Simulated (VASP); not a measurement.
# Al8H in VASP: a series of runs

Runs on Al8H. Level: PBE. Tasks: single point.

Program: VASP 6.6.1. These are calculated values, not measurements. Logs are shortened: lines on timing, memory, paths and dates and some standing lists are left out, and cuts for length are marked.

**1. The slab as given**

The cell holds a slab with vacuum, 18 atoms: a = 5.714 Å, b = 8.081 Å, c = 22.244 Å, α = 90.00°, β = 90.00°, γ = 90.00°.

**2. Single point, PBE**

Input file INCAR:

```
PREC = Accurate ; ENCUT = 520
EDIFF = 1E-6 ; ISMEAR = 0
SIGMA = 0.1 ; LREAL = Auto
LASPH = True ; NELM = 100
ALGO = Fast ; ISIF = 2
LWAVE = False ; LCHARG = False
LDIPOL = True ; IDIPOL = 3
DIPOL = 0.5 0.5 0.297 ; GGA = PE
NBANDS = 40
```

Input file KPOINTS:

```
Automatic mesh
0
Gamma
  5 4 1
```

Input file POSCAR:

```
Al8H
1.0
    5.7143028096      0.0000000000      0.0000000000
    0.0000000000      8.0812445328      0.0000000000
    0.0000000000      0.0000000000     22.2437981863
Al H
16 2
Direct
    0.2500000000      0.2500000000      0.1798254042
    0.2500000000      0.7500000000      0.1798254042
    0.7500000000      0.2500000000      0.1798254042
    0.7500000000      0.7500000000      0.1798254042
    0.0000000000      0.0000000000      0.2440489550
    0.0000000000      0.5000000000      0.2440489550
    0.5000000000      0.0000000000      0.2440489550
    0.5000000000      0.5000000000      0.2440489550
    0.2500000000      0.2500000000      0.3102692916
    0.2500000000      0.7500000000      0.3102692916
    0.7500000000      0.2500000000      0.3102692916
    0.7500000000      0.7500000000      0.3102692916
    0.0000000000      0.0000000000      0.3706110853
    0.0000000000      0.5000000000      0.3706110853
    0.5000000000      0.0000000000      0.3706110853
    0.5000000000      0.5000000000      0.3706110853
    0.7500000000     -0.0464037437      0.4627716049
    0.7500000000      0.0464037437      0.4627716049
```

Potentials or basis: VASP PAW PBE potentials, release 64 (Al, H).

The run is started by

```console
cat potpaw_PBE.64/Al/POTCAR potpaw_PBE.64/H/POTCAR > POTCAR
mpirun -np 1 vasp_std > vasp.out
```

OUTCAR:

```text
PREC = Accurate
   ENCUT = 520
   EDIFF = 1E-6
   ISMEAR = 0
   LREAL = Auto
   LASPH = True
   NELM = 100
   ISIF = 2
   GGA = PE

 ion  position               nearest neighbor table
   1  0.250  0.250  0.180-   3 2.86   3 2.86   6 2.86   7 2.86   8 2.86   5 2.86   9 2.90
   2  0.250  0.750  0.180-   4 2.86   4 2.86   6 2.86   7 2.86   8 2.86   5 2.86  10 2.90
   3  0.750  0.250  0.180-   1 2.86   1 2.86   6 2.86   7 2.86   8 2.86   5 2.86  11 2.90
   4  0.750  0.750  0.180-   2 2.86   2 2.86   6 2.86   7 2.86   8 2.86   5 2.86  12 2.90
   5  0.000  0.000  0.244-  13 2.82   7 2.86   7 2.86   4 2.86   1 2.86   2 2.86   3 2.86  11 2.88
                            12 2.88   9 2.88  10 2.88
   6  0.000  0.500  0.244-  14 2.82   8 2.86   8 2.86   4 2.86   1 2.86   2 2.86   3 2.86  11 2.88
                            12 2.88   9 2.88  10 2.88
   7  0.500  0.000  0.244-  15 2.82   5 2.86   5 2.86   4 2.86   1 2.86   2 2.86   3 2.86  11 2.88
                            12 2.88   9 2.88  10 2.88
   8  0.500  0.500  0.244-  16 2.82   6 2.86   6 2.86   4 2.86   1 2.86   2 2.86   3 2.86  11 2.88
                            12 2.88   9 2.88  10 2.88
   9  0.250  0.250  0.310-  13 2.81  14 2.81  15 2.81  16 2.81  11 2.86  11 2.86   7 2.88   8 2.88
                             5 2.88   6 2.88   1 2.90
  10  0.250  0.750  0.310-  13 2.81  14 2.81  15 2.81  16 2.81  12 2.86  12 2.86   7 2.88   8 2.88
                             5 2.88   6 2.88   2 2.90
  11  0.750  0.250  0.310-  13 2.81  14 2.81  15 2.81  16 2.81   9 2.86   9 2.86   7 2.88   8 2.88
                             5 2.88   6 2.88   3 2.90
  12  0.750  0.750  0.310-  13 2.81  14 2.81  15 2.81  16 2.81  10 2.86  10 2.86   7 2.88   8 2.88
                             5 2.88   6 2.88   4 2.90
  13  0.000  0.000  0.371-   9 2.81  10 2.81  11 2.81  12 2.81   5 2.82  15 2.86  15 2.86
  14  0.000  0.500  0.371-   9 2.81  10 2.81  11 2.81  12 2.81   6 2.82  16 2.86  16 2.86
  15  0.500  0.000  0.371-   9 2.81  10 2.81  11 2.81  12 2.81   7 2.82  13 2.86  13 2.86
  16  0.500  0.500  0.371-   9 2.81  10 2.81  11 2.81  12 2.81   8 2.82  14 2.86  14 2.86
  17  0.750  0.954  0.463-  18 0.75
  18  0.750  0.046  0.463-  17 0.75

  LATTYP: Found a simple orthorhombic cell.
 ALAT       =     5.7143028096
 B/A-ratio  =     1.4142135624
 C/A-ratio  =     3.8926530370

  Lattice vectors:

 A1 = (   5.7143028096,   0.0000000000,   0.0000000000)
 A2 = (   0.0000000000,   8.0812445328,   0.0000000000)
 A3 = (   0.0000000000,   0.0000000000,  22.2437981863)

Analysis of symmetry for initial positions (statically):
=====================================================================
 Subroutine PRICEL returns:
 Original cell was already a primitive cell.

 Routine SETGRP: Setting up the symmetry group for a
 simple orthorhombic supercell.

 Subroutine GETGRP returns: Found  4 space group operations
 (whereof  2 operations were pure point group operations)
 out of a pool of  8 trial point group operations.

The static configuration has the point symmetry C_1h.
 The point group associated with its full space group is C_2v.

Analysis of symmetry for dynamics (positions and initial velocities):
=====================================================================
 Subroutine PRICEL returns:
 Original cell was already a primitive cell.

 Routine SETGRP: Setting up the symmetry group for a
 simple orthorhombic supercell.

 Subroutine GETGRP returns: Found  4 space group operations
 (whereof  2 operations were pure point group operations)
 out of a pool of  8 trial point group operations.

The dynamic configuration has the point symmetry C_1h.
 The point group associated with its full space group is C_2v.

 Subroutine INISYM returns: Found  4 space group operations
 (whereof  2 operations are pure point group operations),
 and found     1 'primitive' translations

----------------------------------------------------------------------------------------

                                     Primitive cell

  volume of cell :    1027.1892

  direct lattice vectors                    reciprocal lattice vectors
     5.714302810  0.000000000  0.000000000     0.174999476  0.000000000  0.000000000
     0.000000000  8.081244533  0.000000000     0.000000000  0.123743317  0.000000000
     0.000000000  0.000000000 22.243798186     0.000000000  0.000000000  0.044956351

  length of vectors
     5.714302810  8.081244533 22.243798186     0.174999476  0.123743317  0.044956351

  position of ions in fractional coordinates (direct lattice)
[... 53 lines left out ...]
     0.000000000  0.000000000  0.044956351     0.000000000  0.000000000  1.000000000

  Length of vectors
     0.034999895  0.030935829  0.044956351

  Shift w.r.t. Gamma in fractional coordinates (k-lattice)
     0.000000000  0.000000000  0.000000000

 Subroutine IBZKPT returns following result:
 ===========================================

 Found      9 irreducible k-points:

 Following reciprocal coordinates:
            Coordinates               Weight
  0.000000  0.000000  0.000000      1.000000
  0.200000  0.000000  0.000000      2.000000
  0.400000  0.000000  0.000000      2.000000
  0.000000  0.250000  0.000000      2.000000
  0.200000  0.250000  0.000000      4.000000
  0.400000  0.250000  0.000000      4.000000
  0.000000  0.500000  0.000000      1.000000
  0.200000  0.500000  0.000000      2.000000
  0.400000  0.500000  0.000000      2.000000
   k-points           NKPTS =      9   k-points in BZ     NKDIM =      9   number of bands    NBANDS=     40
   number of dos      NEDOS =    301   number of ions     NIONS =     18
   total plane-waves  NPLWV = 423360
   dimension x,y,z NGX =    42 NGY =   60 NGZ =  168
   dimension x,y,z NGXF=    84 NGYF=  120 NGZF=  336
   ions per type =              16   2
   NGX,Y,Z   is equivalent  to a cutoff of  12.22, 12.34, 12.56 a.u.
   NGXF,Y,Z  is equivalent  to a cutoff of  24.44, 24.69, 25.11 a.u.
 SYSTEM =  unknown system
   PREC   = accura    normal or accurate (medium, high low for compatibility)
   ISTART =      0    job   : 0-new  1-cont  2-samecut
   ICHARG =      2    charge: 1-file 2-atom 10-const
   ISPIN  =      1    spin polarized calculation?
   LNONCOLLINEAR =      F non collinear calculations
   LSORBIT =      F    spin-orbit coupling
   LASPH  =      T    aspherical Exc in radial PAW
   ENCUT  =  520.0 eV  38.22 Ry    6.18 a.u.  10.62 15.03 41.36*2*pi/ulx,y,z
   NELM   =    100;   NELMIN=  2; NELMDL= -5     # of ELM steps
   EDIFF  = 0.1E-05   stopping-criterion for ELM
   LREAL  =      T    real-space projection
   EDIFFG = 0.1E-04   stopping-criterion for IOM
   NSW    =      0    number of steps for IOM
   IBRION =     -1    ionic relax: 0-MD 1-quasi-New 2-CG
   NFREE  =      0    steps in history (QN), initial steepest desc. (CG)
   ISIF   =      2    stress and relaxation
   ISYM   =      2    0-nonsym 1-usesym 2-fastsym
   POTIM  = 0.5000    time-step for ionic-motion
   TEBEG  =    0.0;   TEEND  =   0.0 temperature during run
   PSTRESS=    0.0 pullay stress
   NELECT =      50.0000    total number of electrons
   NUPDOWN=      -1.0000    fix difference up-down
   EMIN   =  10.00;   EMAX   =-10.00  energy-range for DOS
   EFERMI =   0.00;   METHOD = LEGACY
   ISMEAR =     0;   SIGMA  =   0.10  broadening in eV -4-tet -1-fermi 0-gaus
   EFERMI_NEDOS =   21; number of points for ismear=-14 and -15
   IALGO  =     68    algorithm
   IMIX   =      4    mixing-type and parameters
     AMIX     =   0.40;   BMIX     =  1.00
     AMIX_MAG =   1.60;   BMIX_MAG =  1.00
  volume/ion in A,a.u.               =      57.07       385.10
  Fermi-wavevector in a.u.,A,eV,Ry     =   0.597743  1.129571  4.861321  0.357297
  Thomas-Fermi vector in A             =   1.648585
   LORBIT       =      0    0 simple, 1 ext, 2 COOP (PROOUT), +10 PAW based schemes
   GGA     = PE    functional components
   LHFCALC =     F    Hartree Fock is set to
   AEXX    =    0.0000 exact exchange contribution
   IVDW    =     0    specifies the selected vdW correction
   LEPSILON=     F    determine dielectric tensor
   LRPA    =     F    only Hartree local field effects (RPA)
 non-spin polarized calculation
 RMM-DIIS sequential band-by-band and
 Gauss-broadening in eV      SIGMA  =   0.10
  energy-cutoff  :      520.00
  volume of cell :     1027.19
 maximum number of plane-waves:     27706
   NGX = 21   NGY = 31   NGZ = 83

 number of electron      50.0000000 magnetization

 dipolmoment           0.000000      0.000000     -0.094657 electrons x Angstroem

 Free energy of the ion-electron system (eV)
  ---------------------------------------------------
  ext. energy  EPLUGINS =         0.00000000
  ---------------------------------------------------
  free energy    TOTEN  =       -60.88935474 eV

  energy without entropy =      -60.85515705  energy(sigma->0) =      -60.87225590

 E-fermi :  -0.7758     XC(G=0):  -3.6442

 val. band max:       -0.7767778055   @ k =   0.0000   0.2500   0.0000
 cond. band min:      -0.7292609294   @ k =   0.2000   0.2500   0.0000
 fundamental gap:      0.0475168761
 Fermi energy:        -0.7758409684

 k-point     1 :       0.0000    0.0000    0.0000
  band No.  band energies     occupation
      1     -11.0070      2.00000
      2      -9.1840      2.00000
      3      -8.7450      2.00000
      4      -8.7392      2.00000
      5      -8.2781      2.00000
      6      -6.5835      2.00000
[... 349 lines left out ...]
     36       1.8027      0.00000
     37       2.0127      0.00000
 [bands above 37 left out]

------------------------ aborting loop because EDIFF is reached ----------------------------------------

 vacuum level on the upper side and lower side of the slab       (xc-potential included)        -0.247         0.132

  FORCE on cell =-STRESS in cart. coord.  units (eV):
  Direction    XX          YY          ZZ          XY          YZ          ZX
  --------------------------------------------------------------------------------------
  -------------------------------------------------------------------------------------
  Total      -11.2227222     -4.1775978      1.6552309      0.0000000      0.0000000      0.0000000
  in kB      -17.5048483     -6.5160853      2.5817769      0.0000000      0.0000000      0.0000000
  external PRESSURE =      -7.1463855 kB  Pullay stress =       0.0000000 kB

 VOLUME and BASIS-vectors are now :
 -----------------------------------------------------------------------------
  energy-cutoff  :      520.00
  volume of cell :     1027.19
      direct lattice vectors                 reciprocal lattice vectors
     5.714302810  0.000000000  0.000000000     0.174999476  0.000000000  0.000000000
     0.000000000  8.081244533  0.000000000     0.000000000  0.123743317  0.000000000
     0.000000000  0.000000000 22.243798186     0.000000000  0.000000000  0.044956351

 POSITION                                       TOTAL-FORCE (eV/Angst)
 -----------------------------------------------------------------------------------
      1.42858      2.02031      4.00000         0.000000      0.034543      0.143991
      1.42858      6.06093      4.00000         0.000000     -0.034543      0.143991
      4.28573      2.02031      4.00000         0.000000     -0.013297      0.209793
      4.28573      6.06093      4.00000         0.000000      0.013297      0.209793
      0.00000      0.00000      5.42858         0.078412      0.000000     -0.233354
      0.00000      4.04062      5.42858         0.049099      0.000000     -0.197888
[... 10 lines left out ...]
      4.28573      7.70624     10.29380         0.000000     -0.128847      0.548958
      4.28573      0.37500     10.29380         0.000000      0.128847      0.548958
 -----------------------------------------------------------------------------------
    total drift:                                0.000000     -0.000000     -0.015721

  FREE ENERGIE OF THE ION-ELECTRON SYSTEM (eV)
  ---------------------------------------------------
  free  energy   TOTEN  =       -60.8893547450 eV

  energy  without entropy=      -60.8551570516  energy(sigma->0) =      -60.87225590

 vacuum level on the upper side and lower side of the slab         2.948         3.326
```

It took 14 min on 1 thread of Intel Xeon Platinum 8488C (Sapphire Rapids), shared host; peak memory 0.88 GiB.

Results:

| Item | Value |
| --- | --- |
| Free energy | -60.8894 eV |
| Largest force | 0.595 eV/Å |
| Band gap on the k mesh | none (metal or under the smearing width) |

Forces in eV/Å, atoms in the order of the input:
```
Al   0.000  0.035  0.144
Al   0.000 -0.035  0.144
Al   0.000 -0.013  0.210
Al   0.000  0.013  0.210
Al   0.078  0.000 -0.233
Al   0.049  0.000 -0.198
Al  -0.078  0.000 -0.233
Al  -0.049  0.000 -0.198
Al   0.000 -0.020 -0.095
Al   0.000  0.020 -0.095
Al   0.000 -0.099  0.087
Al   0.000  0.099  0.087
Al   0.360  0.000 -0.473
Al   0.015  0.000  0.009
Al  -0.360  0.000 -0.473
Al  -0.015  0.000  0.009
H    0.000 -0.129  0.549
H    0.000  0.129  0.549
```

**3. Single point, PBE**

Input file INCAR:

```
SYSTEM = Al8H
ALGO = Fast
DIPOL = 0.5 0.5 0.291
EDIFF = 1E-6
ENCUT = 520
GGA = PE
IDIPOL = 3
ISIF = 2
ISMEAR = 0
LASPH = .True.
LCHARG = .False.
LDIPOL = .True.
LREAL = Auto
LWAVE = .False.
NBANDS = 40
NELM = 100
PREC = Accurate
SIGMA = 0.1
```

Input file KPOINTS:

```
k-points
0
Gamma
  5 4 1
  0 0 0
```

POSCAR: that of step 2 with these lines changed.

```diff
@@ -24,3 +24,3 @@
     0.5000000000      0.5000000000      0.3706110853
-    0.7500000000     -0.0464037437      0.4627716049
-    0.7500000000      0.0464037437      0.4627716049
+    0.7500000000     -0.0402165779      0.4052274756
+    0.7500000000      0.0402165779      0.4052274756
```

Potentials or basis: VASP PAW PBE potentials, release 64 (Al, H).

The run is started by

```console
cat potpaw_PBE.64/Al/POTCAR potpaw_PBE.64/H/POTCAR > POTCAR
mpirun -np 1 vasp_std > vasp.out
```

Wall time 14 min (1 thread of Intel Xeon Platinum 8488C (Sapphire Rapids), shared host); peak memory 0.88 GiB.

It converged, with:

| Quantity | Value |
| --- | --- |
| Free energy | -57.8063 eV |
| Largest force | 8.526 eV/Å |
| Band gap on the k mesh | none (metal or under the smearing width) |

Forces on the atoms (eV/Å):
```
Al   0.000  0.008  0.269
Al   0.000 -0.008  0.269
Al   0.000 -0.042  0.277
Al   0.000  0.042  0.277
Al   0.199  0.000 -0.250
Al   0.130  0.000 -0.225
Al  -0.199  0.000 -0.250
Al  -0.130  0.000 -0.225
Al   0.000  0.090 -0.093
Al   0.000 -0.090 -0.093
Al   0.000 -0.092  0.168
Al   0.000  0.092  0.168
Al   3.543  0.000 -1.939
Al  -0.016  0.000  0.011
Al  -3.543  0.000 -1.939
Al   0.016  0.000  0.011
H    0.000 -8.338  1.781
H    0.000  8.338  1.781
```

Levels at points of the mesh, in eV from the Fermi level:
| k point | band 23 | band 24 | band 25 | band 26 | band 27 | band 28 |
| --- | --- | --- | --- | --- | --- | --- |
| (0.00, 0.00, 0.00) | -1.00 | -0.65 | -0.58 | -0.38 | -0.01 | 0.29 |
| (0.00, 0.50, 0.00) | -0.96 | -0.88 | -0.54 | -0.38 | 0.22 | 0.25 |
